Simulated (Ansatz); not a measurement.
TiO2:

```xyz
12
Lattice="-4.3508 4.3508 1.8876 4.3508 -4.3508 1.8876 4.3508 4.3508 -1.8876" Properties=species:S:1:pos:R:3 pbc="T T T"
Ti    4.3813   -1.8044    1.8825
Ti    2.5336    0.0201    0.0046
Ti    1.8238    4.3264    1.9096
Ti   -0.0194    6.1700   -0.0626
O     3.0557    0.0074    1.8438
O     1.3874    1.4015   -0.0023
O     4.3561    1.2896   -0.0422
O     7.2530    1.3798   -0.0176
O    -2.9476    2.9958    1.8567
O     0.0253    3.0669    1.9406
O     2.9288    2.9436    1.8996
O     1.3533    4.3642    0.0059
```

The cell comes from a database or a generator and needn't be the stable form of this composition.

The cell isn't the ideal one: atoms moved at random, drawn with an rms of 0.05 Å.

A run of Ansatz 0.2.0 on this cell left the log below. Logs are shortened: lines on timing, memory, paths and dates and some standing lists are left out, and cuts for length are marked.

```text
Warning: RAYON_NUM_THREADS=4 ignored (pool sized by the plan → 4); use --threads N
Engine: ansatz 0.2.0, aarch64-unknown-linux-gnu
Pseudopotentials: kind: paw
Pseudopotential: Ti, paw, valence charge 12, recommended cutoff 420 eV (normal), Ti.paw.azcp
Pseudopotential: O, paw, valence charge 6, recommended cutoff 420 eV (normal), O.paw.azcp
Functional definition: PBE
  parameter kappa = 0.804
  parameter beta = 0.06672455060314922
  exchange = pbe_x(kappa = kappa, mu = beta*pi^2/3)
  correlation = pbe_c(beta = beta)
Crystal: 12 atoms, lattice volume = 142.919 Å³
Basis set: ecut = 420 eV, 2795 PW (Γ), exchange–correlation on 90×90×90 points (8 copies of the dense FFT grid, shifted against one another)
Bands: 60, of which v1, the nominal top of the filled ones, is band 48 counted from 1 (47 counted from 0)
Symmetry: 1 space group operations
Space group: P1 (ITA 1), of the structure as read, at distance tolerance 5.2e-5 Å
k-points: 260 of 512 (time reversal used)
Non-local potential: Ti, projectors of the file, l = 0: 3, l = 1: 2, l = 2: 3, l = 3: 1
[... 38 lines left out ...]
  E_ewald      = -6197.193793
  E_smearing   = -0.000000  (= −TS)
  E_closure    = -0.000000  (closes the sum)
  Σ components = -14554.389047   (vs F -14554.389047, Δ=0.00e0)
--- Forces (eV/Å), atoms counted from 1 ---
  atom   1  Ti    -1.21011025    -0.14211968     0.21398295
  atom   2  Ti     0.46162165    -0.47104236    -0.29528402
  atom   3  Ti    -0.63007833     0.89862297    -0.17136249
  atom   4  Ti     0.64864718    -0.03164287     0.23918210
  atom   5  O     -0.17519408     0.16999065     0.64366289
  atom   6  O     -0.04998369     0.15642856     0.03821746
  atom   7  O     -0.20466116     0.57592577     0.19746535
  atom   8  O      1.35888892     1.02691981     0.11837328
  atom   9  O     -0.60049435    -0.47219088    -0.04873668
  atom  10  O     -0.13705959    -0.53261726    -0.87944413
  atom  11  O      0.85554402    -0.88876602    -0.09986560
  atom  12  O     -0.31708919    -0.28947038     0.04382779
  max |Σ_I F_I| component: 3.83e-5 eV/Å
--- Stress (GPa, compression-positive) ---
        3.932159      -3.082203      -0.413499
       -3.082203       5.378798       0.860286
       -0.413499       0.860287       2.966362
  P = ⅓ Tr σ = 4.0924 GPa (40.924 kbar)
--- Band table (eV; the first three rows and the last of 260) ---
  k-point 0: bands = ["-49.6016", "-49.5941", "-49.4367", "-49.1686", "-26.0235", "-25.9782", "-25.9460", "-25.8734", "-25.8358", "-25.8242", "-25.7724", "-25.7089", "-25.6657", "-25.5779", "-25.4855", "-25.4088", "-11.0250", "-10.0884", "-10.0485", "-9.7757", "-9.5959", "-9.3296", "-9.2939", "-9.0002", "2.1688", "2.4695", "2.6709", "2.8289", "2.9679", "3.1323", "3.5870", "3.7041", "4.0315", "4.0500", "4.1335", "4.1879", "4.4780", "4.8686", "4.9155", "5.0233", "5.1467", "5.4604", "5.5049", "5.6985", "5.9089", "5.9498", "5.9864", "6.1138", "8.4917", "9.7823", "9.9023", "10.0457", "10.1131", "10.4078", "10.7524", "11.1115"]
  k-point 1: bands = ["-49.6016", "-49.5941", "-49.4367", "-49.1686", "-26.0234", "-25.9765", "-25.9416", "-25.8700", "-25.8358", "-25.8242", "-25.7746", "-25.7133", "-25.6655", "-25.5791", "-25.4881", "-25.4087", "-11.0117", "-10.0887", "-10.0426", "-9.7766", "-9.5950", "-9.3608", "-9.2764", "-9.0081", "2.1844", "2.4682", "2.6242", "2.8243", "3.0493", "3.1689", "3.5357", "3.6063", "4.0262", "4.1224", "4.1791", "4.2455", "4.4749", "4.8545", "4.8718", "5.0253", "5.0881", "5.4718", "5.5387", "5.6957", "5.8558", "5.9056", "5.9775", "6.1533", "8.5563", "9.7884", "9.8181", "10.0324", "10.1979", "10.4574", "10.7293", "11.1769"]
  k-point 2: bands = ["-49.6015", "-49.5941", "-49.4368", "-49.1687", "-26.0231", "-25.9737", "-25.9275", "-25.8619", "-25.8356", "-25.8241", "-25.7827", "-25.7231", "-25.6651", "-25.5827", "-25.4943", "-25.4086", "-10.9785", "-10.0945", "-10.0236", "-9.7788", "-9.5927", "-9.4102", "-9.2606", "-9.0279", "2.2202", "2.4653", "2.5855", "2.8131", "3.0946", "3.3260", "3.4107", "3.5350", "4.0086", "4.1523", "4.1914", "4.4563", "4.5020", "4.7753", "4.8278", "4.9427", "5.0347", "5.5019", "5.5880", "5.6649", "5.7286", "5.8956", "5.9754", "6.1533", "8.7344", "9.6935", "9.7708", "10.0370", "10.3044", "10.6175", "10.6780", "11.1980"]
  k-point 259: bands = ["-49.6013", "-49.5939", "-49.4371", "-49.1688", "-25.9751", "-25.9507", "-25.8923", "-25.8491", "-25.8365", "-25.8324", "-25.8216", "-25.7595", "-25.6636", "-25.6089", "-25.5116", "-25.4079", "-10.8089", "-10.0283", "-9.9895", "-9.8049", "-9.6850", "-9.4519", "-9.3915", "-9.0352", "2.3947", "2.4414", "2.5872", "2.7243", "2.8947", "3.3106", "3.8188", "3.9066", "3.9722", "4.1032", "4.1828", "4.3227", "4.3929", "4.7443", "4.8341", "4.8506", "5.1700", "5.2883", "5.3235", "5.5629", "5.6055", "5.7331", "5.7750", "6.7825", "9.6213", "9.7857", "9.8115", "9.9209", "10.4191", "10.4784", "10.5095", "10.7913"]
```

Problem. Write the input and the command behind it.

Solution. Single point with PBE, no spin polarisation. The files as run (others can give the same):

input.yaml
```yaml
crystal:
  lattice:
    - [-4.3507577183, 4.3507577183, 1.8875555959]
    - [4.3507577183, -4.3507577183, 1.8875555959]
    - [4.3507577183, 4.3507577183, -1.8875555959]
  atoms:
    - { symbol: Ti, position: [0.291306, 1.002179, 0.296147] }
    - { symbol: Ti, position: [0.003526, 0.292387, 0.293477] }
    - { symbol: Ti, position: [1.003056, 0.715453, 0.706804] }
    - { symbol: Ti, position: [0.692485, -0.018813, 0.706849] }
    - { symbol: O, position: [0.489264, 0.839574, 0.352017] }
    - { symbol: O, position: [0.160472, 0.15885, 0.320515] }
    - { symbol: O, position: [0.13702, 0.48944, 0.648817] }
    - { symbol: O, position: [0.153918, 0.828885, 0.992106] }
    - { symbol: O, position: [0.836119, 0.153091, 0.005538] }
    - { symbol: O, position: [0.866502, 0.516944, 0.355365] }
    - { symbol: O, position: [0.841487, 0.839789, 0.674872] }
    - { symbol: O, position: [0.503108, 0.157086, 0.657061] }
hamiltonian:
  xc: pbe
  pseudopotentials: { kind: paw }
kpoints:
  mp_grid: { grid: [8, 8, 8] }
scf:
  occupations: { method: fermi_dirac, width: 0.05 }
output:
  forces: true
  stress: true
  eigenvalues: true
```

Potentials or basis: Ansatz PAW.
Run with:
```sh
$ ansatz run input.yaml --threads 4 --pin off --max-ram 11264MiB --backend cpu --events-out ev --progress --plain --runs-dir out
```

Caveat: the pressure holds a Pulay correction of +0.7 GPa for the finite cutoff.
